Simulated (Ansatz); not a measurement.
The system is TiCo.

```
Co Ti
1.0
     2.98611    0.00000    0.00000
     0.00000    2.98611    0.00000
     0.00000    0.00000    2.98611
Co Ti
1 1
Cartesian
  1.4931 1.4931 1.4931
  0.0000 0.0000 0.0000
```

The cell comes from a database or a generator and needn't be the stable form of this composition.

Base run:

* Program: Ansatz 0.2.0
* Functional: revPBE
* Potentials or basis: Ansatz PAW
* Cutoff: 420 eV (not typed: the program's choice for these potentials)
* k mesh: 9 × 9 × 9
* Occupations: fermi-dirac, width 0.05 eV
* Spin: collinear spin, ferromagnetic start
* Starting moments: [2.0, 1.0] μB

Its results: band gap on the k mesh none (metal or under the smearing width); pressure 2.8 GPa; net moment 0.84 μB per cell; site moments Co +0.96; Ti -0.04 μB.

Problem. The run is repeated on the same cell with these changes: functional from revPBE to RPBE. What comes out?

Solution. Band gap on the k mesh none (metal or under the smearing width); pressure 4.1 GPa; net moment 0.84 μB per cell; site moments Co +0.97; Ti -0.05 μB.

Caveats: the PAW data sets come from PBE, with cores solved anew for the run's functional, which leaves a small shift of forces and pressure.
